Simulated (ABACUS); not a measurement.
# GaAs under changes of volume

One of the cells (22.590 Å³/atom); the others are scaled copies at fixed shape and fractional positions:

```
As Ga
1.0
     0.00000    2.82685    2.82685
     2.82685    0.00000    2.82685
     2.82685    2.82685    0.00000
As Ga
1 1
Direct
  0.75000 0.75000 0.75000
  0.00000 0.00000 0.00000
```

| Property | Result |
| --- | --- |
| Program | ABACUS 3.10.1 |
| Functional | PBE |
| Potentials or basis | PseudoDojo NC SR 0.4.1 PBE standard |
| Cutoff | 1143 eV |
| Density cutoff | 4572 eV |
| Basis | plane waves |
| k mesh | 8 × 8 × 8 |
| Occupations | fermi-dirac, width 0.05 eV |
| Spin | no spin polarisation |

| volume (Å³/atom) | energy over the lowest point (meV/atom) | pressure (GPa) | gap on the mesh (eV) |
| --- | --- | --- | --- |
| 21.234 | ? | ? | ? |
| 21.686 | 39.54 | 6.8 | 0.83 |
| 22.138 | 22.93 | 5.0 | 0.67 |
| 22.590 | 11.14 | 3.4 | 0.52 |
| 23.041 | 3.69 | 1.9 | 0.37 |
| 23.493 | 0.12 | 0.6 | 0.22 |
| 23.945 | 0.00 | -0.5 | 0.09 |

Q: What does the run at 21.234 Å³/atom give?

A: Energy over the lowest point 61.53 meV/atom; pressure 8.8 GPa; gap on the mesh 0.99 eV.

Worked out: A Birch-Murnaghan fit of order 3 (a polynomial in V^(-2/3)) to the other rows has its minimum at 23.73 Å³/atom with B0 = V·E''(V) = 61 GPa and B' = 4.7. It gives 61.56 meV/atom at 21.234 Å³/atom, against the run's 61.53, and -dE/dV = 8.8 GPa, against 8.8.

Energies are extrapolated to zero smearing.

A mesh can miss the band edges. Spin-orbit coupling on As, Ga is left out.
